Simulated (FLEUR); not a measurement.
**PbSe (Clausthalite) under changes of volume**

One of the cells (28.671 Å³/atom); the others are scaled copies at fixed shape and fractional positions:

```
CELL_PARAMETERS angstrom
0.00000 3.06065 3.06065
3.06065 0.00000 3.06065
3.06065 3.06065 0.00000
ATOMIC_POSITIONS crystal
Pb 0.00000 0.00000 0.00000
Se 0.50000 0.50000 0.50000
```

| Item | Value |
| --- | --- |
| Program | FLEUR MaX-R8.1 (later development tree) |
| Functional | LDA |
| Potentials or basis | all-electron |
| Basis | FLAPW |
| Kmax | 4.1 1/bohr |
| k mesh | 8 × 8 × 8 |
| Occupations | fermi-dirac, width 0.05 eV |
| Spin | no spin polarisation |

| volume (Å³/atom) | energy over the lowest point (meV/atom) | gap on the mesh (eV) |
| --- | --- | --- |
| 26.951 | 2.21 | 0.03 |
| 27.524 | 0.00 | 0.05 |
| 28.671 | 7.81 | 0.19 |
| 29.818 | 29.50 | 0.31 |
| 30.391 | ? | ? |

**Question.** What does the run at 30.391 Å³/atom give?

**Answer.** Energy over the lowest point 44.67 meV/atom; gap on the mesh 0.36 eV.

Worked out: A Birch-Murnaghan fit of order 2 (a polynomial in V^(-2/3)) to the other rows has its minimum at 27.53 Å³/atom with B0 = V·E''(V) = 57 GPa. It gives 44.68 meV/atom at 30.391 Å³/atom, against the run's 44.67.

Energies are extrapolated to zero smearing.

Caveats: spin-orbit coupling is left out, which as a rule narrows the gap of such compounds by several tenths of an eV.

A mesh can miss the band edges.
